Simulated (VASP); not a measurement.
# AlAs (F-43m) in VASP: G0W0 quasiparticle levels with PBEsol

Aim: the G0W0 quasiparticle levels of AlAs with PBEsol.

Program: VASP 6.6.1. These are calculated values, not measurements. Logs are shortened: lines on timing, memory, paths and dates and some standing lists are left out, and cuts for length are marked.

## (1) The structure

Symmetry: F-43m, No. 216, cubic system. Conventional cell: a = 5.661 Å, b = 5.661 Å, c = 5.661 Å, α = 90.00°, β = 90.00°, γ = 90.00°. Al (site symmetry -43m) has 4 As at 2.45 Å as nearest neighbours. As (site symmetry -43m) has 4 Al at 2.45 Å as nearest neighbours.

## (2) G0W0 quasiparticle levels, PBEsol

Contents of POSCAR:

```
AlAs
1.0
    0.0000000000      2.8304000000      2.8304000000
    2.8304000000      0.0000000000      2.8304000000
    2.8304000000      2.8304000000      0.0000000000
Al As
1 1
Direct
    0.0000000000      0.0000000000      0.0000000000
    0.2500000000      0.2500000000      0.2500000000
```

Contents of INCAR.step1:

```
ALGO = Fast ; EDIFF = 1E-8
ENCUT = 450 ; GGA = PS
ISMEAR = 0 ; KPAR = 8
LASPH = T ; LCHARG = F
LREAL = F ; LWAVE = T
NELM = 100 ; PREC = Accurate
SIGMA = 0.01
```

Contents of INCAR.step2:

```
ALGO = Exact ; EDIFF = 1E-8
ENCUT = 450 ; GGA = PS
ISMEAR = 0 ; ISTART = 1
KPAR = 8 ; LASPH = T
LCHARG = F ; LOPTICS = T
LREAL = F ; LWAVE = T
NBANDS = 104 ; NELM = 1
PREC = Accurate ; SIGMA = 0.01
```

Contents of INCAR.step3:

```
ALGO = EVGW0 ; EDIFF = 1E-8
ENCUT = 450 ; ENCUTGW = 150
GGA = PS ; ISMEAR = 0
ISTART = 1 ; KPAR = 8
LASPH = T ; LCHARG = F
LREAL = F ; LWAVE = F
NBANDS = 104 ; NBANDSGW = 12
NELMGW = 1 ; NOMEGA = 50
PREC = Accurate ; PRECFOCK = Fast
SIGMA = 0.01
```

Contents of KPOINTS:

```
k-points
0
Gamma
  5 5 5
```

Potentials or basis: VASP PAW PBE potentials, release 64 (Al_GW, As_GW).

Launch:

```
cat potpaw_PBE.64/Al_GW/POTCAR potpaw_PBE.64/As_GW/POTCAR > POTCAR
cp INCAR.step1 INCAR
mpirun -np 8 vasp_std > vasp.out
cp INCAR.step2 INCAR
mpirun -np 8 vasp_std > vasp.out
cp INCAR.step3 INCAR
mpirun -np 8 vasp_std > vasp.out
```

OUTCAR:

```text
EDIFF = 1E-8
   ENCUT = 450
   ENCUTGW = 150
   GGA = PS
   ISMEAR = 0
   ISTART = 1
   LASPH = T
   LREAL = F
   NELMGW = 1
   PREC = Accurate
   PRECFOCK = Fast

 ion  position               nearest neighbor table
   1  0.000  0.000  0.000-   2 2.45   2 2.45   2 2.45   2 2.45
   2  0.250  0.250  0.250-   1 2.45   1 2.45   1 2.45   1 2.45

  LATTYP: Found a face centered cubic cell.
 ALAT       =     5.6608000000

  Lattice vectors:

 A1 = (   0.0000000000,   2.8304000000,   2.8304000000)
 A2 = (   2.8304000000,   0.0000000000,   2.8304000000)
 A3 = (   2.8304000000,   2.8304000000,   0.0000000000)

Analysis of symmetry for initial positions (statically):
=====================================================================
 Subroutine PRICEL returns:
 Original cell was already a primitive cell.

 Routine SETGRP: Setting up the symmetry group for a
 face centered cubic supercell.

 Subroutine GETGRP returns: Found 24 space group operations
 (whereof 24 operations were pure point group operations)
 out of a pool of 48 trial point group operations.

The static configuration has the point symmetry T_d .

Analysis of symmetry for dynamics (positions and initial velocities):
=====================================================================
 Subroutine PRICEL returns:
 Original cell was already a primitive cell.

 Routine SETGRP: Setting up the symmetry group for a
 face centered cubic supercell.

 Subroutine GETGRP returns: Found 24 space group operations
 (whereof 24 operations were pure point group operations)
 out of a pool of 48 trial point group operations.

The dynamic configuration has the point symmetry T_d .

 Subroutine INISYM returns: Found 24 space group operations
 (whereof 24 operations are pure point group operations),
 and found     1 'primitive' translations

----------------------------------------------------------------------------------------

                                     Primitive cell

  volume of cell :      45.3496

  direct lattice vectors                    reciprocal lattice vectors
     0.000000000  2.830400000  2.830400000    -0.176653477  0.176653477  0.176653477
     2.830400000  0.000000000  2.830400000     0.176653477 -0.176653477  0.176653477
     2.830400000  2.830400000  0.000000000     0.176653477  0.176653477 -0.176653477

  length of vectors
     4.002790067  4.002790067  4.002790067     0.305972797  0.305972797  0.305972797

  position of ions in fractional coordinates (direct lattice)
     0.000000000  0.000000000  0.000000000
     0.250000000  0.250000000  0.250000000

  ion indices of the primitive-cell ions
   primitive index   ion index
                 1           1
                 2           2

----------------------------------------------------------------------------------------

 KPOINTS: k-points

Automatic generation of k-mesh.
 Grid dimensions read from file:
 generate k-points for:    5    5    5

 Generating k-lattice:

  Cartesian coordinates                     Fractional coordinates (reciprocal lattice)
    -0.035330695  0.035330695  0.035330695     0.200000000  0.000000000  0.000000000
     0.035330695 -0.035330695  0.035330695     0.000000000  0.200000000  0.000000000
     0.035330695  0.035330695 -0.035330695     0.000000000  0.000000000  0.200000000

  Length of vectors
     0.061194559  0.061194559  0.061194559

  Shift w.r.t. Gamma in fractional coordinates (k-lattice)
     0.000000000  0.000000000  0.000000000

 Subroutine IBZKPT returns following result:
 ===========================================

 Found     10 irreducible k-points:

 Following reciprocal coordinates:
            Coordinates               Weight
  0.000000  0.000000  0.000000      1.000000
  0.200000  0.000000  0.000000      8.000000
  0.400000  0.000000  0.000000      8.000000
  0.200000  0.200000  0.000000      6.000000
  0.400000  0.200000  0.000000     24.000000
 -0.400000  0.200000  0.000000     24.000000
 -0.200000  0.200000  0.000000     12.000000
  0.400000  0.400000  0.000000      6.000000
 -0.400000  0.400000  0.000000     12.000000
 -0.400000  0.400000  0.200000     24.000000
   k-points           NKPTS =     10   k-points in BZ     NKDIM =    125   number of bands    NBANDS=    104
   number of dos      NEDOS =    301   number of ions     NIONS =      2
   total plane-waves  NPLWV =  21952
   dimension x,y,z NGX =    28 NGY =   28 NGZ =   28
   dimension x,y,z NGXF=    56 NGYF=   56 NGZF=   56
   ions per type =               1   1
   NGX,Y,Z   is equivalent  to a cutoff of  11.63, 11.63, 11.63 a.u.
   NGXF,Y,Z  is equivalent  to a cutoff of  23.26, 23.26, 23.26 a.u.
 SYSTEM =  unknown system
   PREC   = accura    normal or accurate (medium, high low for compatibility)
   ISTART =      1    job   : 0-new  1-cont  2-samecut
   ICHARG =      0    charge: 1-file 2-atom 10-const
   ISPIN  =      1    spin polarized calculation?
   LNONCOLLINEAR =      F non collinear calculations
   LSORBIT =      F    spin-orbit coupling
   LASPH  =      T    aspherical Exc in radial PAW
   ENCUT  =  450.0 eV  33.07 Ry    5.75 a.u.   6.92  6.92  6.92*2*pi/ulx,y,z
   NELM   =     60;   NELMIN=  2; NELMDL=  0     # of ELM steps
   EDIFF  = 0.1E-07   stopping-criterion for ELM
   LREAL  =      F    real-space projection
   EDIFFG = 0.1E-06   stopping-criterion for IOM
   NSW    =      0    number of steps for IOM
   IBRION =     -1    ionic relax: 0-MD 1-quasi-New 2-CG
   NFREE  =      0    steps in history (QN), initial steepest desc. (CG)
   ISIF   =      0    stress and relaxation
   ISYM   =      3    0-nonsym 1-usesym 2-fastsym
   POTIM  = 0.5000    time-step for ionic-motion
   TEBEG  =    0.0;   TEEND  =   0.0 temperature during run
   PSTRESS=    0.0 pullay stress
   NELECT =       8.0000    total number of electrons
   NUPDOWN=      -1.0000    fix difference up-down
   EMIN   =  10.00;   EMAX   =-10.00  energy-range for DOS
   EFERMI =   0.00;   METHOD = LEGACY
   ISMEAR =     0;   SIGMA  =   0.01  broadening in eV -4-tet -1-fermi 0-gaus
   EFERMI_NEDOS =   21; number of points for ismear=-14 and -15
   IALGO  =     38    algorithm
   IMIX   =      4    mixing-type and parameters
     AMIX     =   0.40;   BMIX     =  1.00
     AMIX_MAG =   1.60;   BMIX_MAG =  1.00
  volume/ion in A,a.u.               =      22.67       153.02
  Fermi-wavevector in a.u.,A,eV,Ry     =   0.918150  1.735052 11.469706  0.843000
  Thomas-Fermi vector in A             =   2.043199
   LORBIT       =      0    0 simple, 1 ext, 2 COOP (PROOUT), +10 PAW based schemes
   GGA     = PS    functional components
   LHFCALC =     T    Hartree Fock is set to
   PRECFOCK=fast      Normal, Fast or Accurate (Low or Medium for compatibility)
   ENCUT4O =  -1.0   cutoff for four orbital integrals eV
   NKREDX  =     1    reduce k-point grid by
   NKREDY  =     1    reduce k-point grid by
   NKREDZ  =     1    reduce k-point grid by
   AEXX    =    1.0000 exact exchange contribution
   HFSCREEN=    0.0000 screening length (either q_TF or 0.3 A-1)
   HFSCREENC=   0.0000 screening length for correlation (either q_TF or 0.3 A-1)
   ENCUTFOCK=  -1.0 apply spherical cutoff to Coloumb kernel
   IVDW    =     0    specifies the selected vdW correction
   LEPSILON=     F    determine dielectric tensor
   LRPA    =     F    only Hartree local field effects (RPA)
   LRPAFORCE           =     F    calculate RPA forces
   ENCUTGW             = 150.0    cutoff for response function in eV
   ENCUTGWSOFT         = 120.0    soft cutoff for Coulomb kernel in GW response function in eV
   ENCUTLF             =  -1.0    cutoff for local field effects
   NELMGW              =     1    number of iterations in solving QP/BSE equation
   NELMHF              =     1    number of iterations in the inner HF iteration
   NKREDLFX            =     1    NKREDLFY  =   1   NKREDLFZ  =   1
 non-spin polarized calculation
 Gauss-broadening in eV      SIGMA  =   0.01
  energy-cutoff  :      450.00
  volume of cell :       45.35
 maximum number of plane-waves:       990
  NGX = 16; NGY = 16; NGZ = 16
   NGX = 13   NGY = 13   NGZ = 13
 maximum number of plane-waves:       194

 QP shifts <psi_nk| G(iteration)W_0 |psi_nk>: iteration 1
 for sc-GW calculations column KS-energies equals QP-energies in previous step
 and V_xc(KS)=  KS-energies - (<T + V_ion + V_H > + <T+V_H+V_ion>^1  + <V_x>^1)

 k-point   1 :       0.0000    0.0000    0.0000
  band No.  KS-energies  QP-energies   sigma(KS)   V_xc(KS)     V^pw_x(r,r')   Z            occupation Imag(sigma)

      1      -8.5389      -8.9412     -11.5896     -10.9691     -17.8789       0.6484       2.0000       1.0957
      2       3.3530       2.8638     -11.9686     -11.3288     -13.1155       0.7646       2.0000       0.0507
      3       3.3530       2.8638     -11.9686     -11.3288     -13.1155       0.7646       2.0000       0.0507
      4       3.3530       2.8638     -11.9686     -11.3288     -13.1155       0.7646       2.0000       0.0507
      5       5.3144       5.8566      -9.3592     -10.0622      -5.6915       0.7713       0.0000      -0.0693
      6       7.6036       7.8742      -8.8743      -9.2337      -4.6083       0.7531       0.0000      -0.0912
      7       7.6036       7.8742      -8.8743      -9.2337      -4.6083       0.7531       0.0000      -0.0912
      8       7.6036       7.8742      -8.8743      -9.2337      -4.6083       0.7531       0.0000      -0.0912
      9      12.0508      12.2042      -7.6026      -7.8076      -2.3072       0.7486       0.0000      -0.2734
     10      12.3376      12.5577      -8.8679      -9.1650      -3.6755       0.7409       0.0000      -0.2413
     11      12.3376      12.5577      -8.8679      -9.1650      -3.6755       0.7409       0.0000      -0.2413
     12      14.6505      14.7500      -7.7155      -7.8493      -2.0343       0.7433       0.0000      -0.5074

 k-point   2 :       0.2000    0.0000    0.0000
  band No.  KS-energies  QP-energies   sigma(KS)   V_xc(KS)     V^pw_x(r,r')   Z            occupation Imag(sigma)

      1      -8.1562      -8.5491     -11.6873     -11.0856     -17.8236       0.6530       2.0000       1.0507
      2       0.6993       0.2036     -11.1618     -10.4888     -13.0576       0.7366       2.0000       0.0853
      3       3.0006       2.4956     -11.8265     -11.1641     -13.0522       0.7623       2.0000       0.0518
      4       3.0006       2.4956     -11.8265     -11.1641     -13.0522       0.7623       2.0000       0.0518
      5       6.0441       6.4419      -9.0635      -9.5819      -5.2336       0.7673       0.0000      -0.0752
      6       8.1421       8.4199      -8.9465      -9.3173      -4.5229       0.7492       0.0000      -0.1034
      7       8.1421       8.4199      -8.9465      -9.3173      -4.5229       0.7492       0.0000      -0.1034
      8       8.9628       9.3178      -9.4999      -9.9759      -5.0101       0.7459       0.0000      -0.1239
      9      11.4726      11.6579      -8.4778      -8.7258      -3.4379       0.7473       0.0000      -0.2207
     10      11.4726      11.6579      -8.4778      -8.7258      -3.4379       0.7473       0.0000      -0.2207
     11      12.8151      12.8989      -7.4551      -7.5671      -2.0377       0.7483       0.0000      -0.3433
     12      14.6776      14.8405      -8.0203      -8.2388      -2.3026       0.7455       0.0000      -0.4755
[... 100 lines left out ...]
      1      -6.5591      -6.8860     -12.3527     -11.8805     -17.8374       0.6922       2.0000       0.8188
      2      -1.9152      -2.4773     -10.8040      -9.9969     -14.0388       0.6966       2.0000       0.2336
      3       0.1194      -0.4646     -10.6814      -9.8793     -12.8370       0.7281       2.0000       0.1001
      4       1.4041       0.8268     -11.3514     -10.5753     -13.1258       0.7439       2.0000       0.0711
      5       5.2936       5.4852      -8.1189      -8.3657      -4.4146       0.7761       0.0000      -0.0744
      6       7.3917       7.6359      -8.8227      -9.1434      -4.6971       0.7616       0.0000      -0.0908
      7      12.0196      12.2857      -9.2289      -9.5968      -3.6168       0.7234       0.0000      -0.3193
      8      12.1065      12.4269      -9.1195      -9.5627      -3.4120       0.7232       0.0000      -0.3384
      9      12.6342      12.9291      -9.6377     -10.0394      -4.2305       0.7340       0.0000      -0.3149
     10      13.6116      13.7857      -8.9435      -9.1782      -3.3559       0.7414       0.0000      -0.3892
     11      17.5361      17.8625      -9.5501      -9.9949      -3.0438       0.7336       0.0000      -0.8325
     12      18.5648      18.8185      -9.4709      -9.8161      -2.8238       0.7350       0.0000      -0.9377

 k-point  10 :      -0.4000    0.4000    0.2000
  band No.  KS-energies  QP-energies   sigma(KS)   V_xc(KS)     V^pw_x(r,r')   Z            occupation Imag(sigma)

      1      -6.7110      -7.0502     -12.2696     -11.7767     -17.8149       0.6881       2.0000       0.8381
      2      -1.6588      -2.2133     -10.8806     -10.0889     -13.9748       0.7003       2.0000       0.2093
      3       0.1860      -0.3958     -10.7480      -9.9500     -12.8949       0.7291       2.0000       0.0987
      4       1.1037       0.5421     -10.9602     -10.2033     -12.6983       0.7419       2.0000       0.0719
      5       7.1516       7.3534      -8.6619      -8.9271      -4.5871       0.7610       0.0000      -0.0901
      6       8.1934       8.5163      -9.1224      -9.5514      -4.7541       0.7528       0.0000      -0.1059
      7       8.5502       8.8126      -8.6577      -9.0072      -4.1375       0.7509       0.0000      -0.1171
      8      11.7345      11.9966      -9.1319      -9.4900      -3.7539       0.7320       0.0000      -0.2744
      9      12.4733      12.7450      -9.4141      -9.7888      -3.7500       0.7249       0.0000      -0.3450
     10      14.0597      14.3188      -9.1518      -9.5029      -3.3875       0.7379       0.0000      -0.4505
     11      17.2057      17.4359      -9.3403      -9.6513      -2.9595       0.7404       0.0000      -0.7923
     12      17.6703      17.8394      -8.2827      -8.5113      -2.1738       0.7397       0.0000      -0.7209
```

Run time: 62 s. Hardware: 8 MPI ranks of Intel Xeon Platinum 8375C at 2.90GHz (Ice Lake), shared host; peak memory 0.42 GiB.

Results:

```
Band gap on the k mesh, mean-field level : 1.53 eV, indirect (least direct gap 1.96 eV)
Quasiparticle gap                        : 2.19 eV
Least direct quasiparticle gap           : 2.99 eV
```

Caveat: bands, screening cutoff and mesh are small and nothing is extrapolated, so the quasiparticle values aren't converged; an odd mesh through Γ misses points on the zone boundary, where band edges often lie.
